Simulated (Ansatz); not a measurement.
# Sb under changes of volume

One of the cells (26.213 Å³/atom); the others are scaled copies at fixed shape and fractional positions:

```
CELL_PARAMETERS angstrom
-1.87134 1.87134 1.87134
1.87134 -1.87134 1.87134
1.87134 1.87134 -1.87134
ATOMIC_POSITIONS crystal
Sb 0.00000 0.00000 0.00000
```

This isn't the form of Sb at room conditions, which is rhombohedral.

```yaml
Program: Ansatz 0.2.0
Functional: PBE
Potentials_or_basis: Ansatz PAW
Cutoff: "420 eV (not typed: the program's choice for these potentials)"
k_mesh: 10 × 10 × 10
Occupations: fermi-dirac, width 0.05 eV
Spin: no spin polarisation
```

```csv
volume (Å³/atom),energy over the lowest point (meV/atom),pressure (GPa)
24.640,66.86,8.2
25.165,?,?
25.689,24.84,4.7
26.213,11.94,3.2
26.737,3.81,1.8
27.262,0.00,0.5
27.786,0.12,-0.6
```

**Question.** What does the run at 25.165 Å³/atom give?

**Answer.** Energy over the lowest point 42.97 meV/atom; pressure 6.4 GPa.

Worked out: A Birch-Murnaghan fit of order 3 (a polynomial in V^(-2/3)) to the other rows has its minimum at 27.50 Å³/atom with B0 = V·E''(V) = 60 GPa and B' = 3.9. It gives 42.95 meV/atom at 25.165 Å³/atom, against the run's 42.97, and -dE/dV = 6.4 GPa, against 6.4.

Energies are extrapolated to zero smearing.
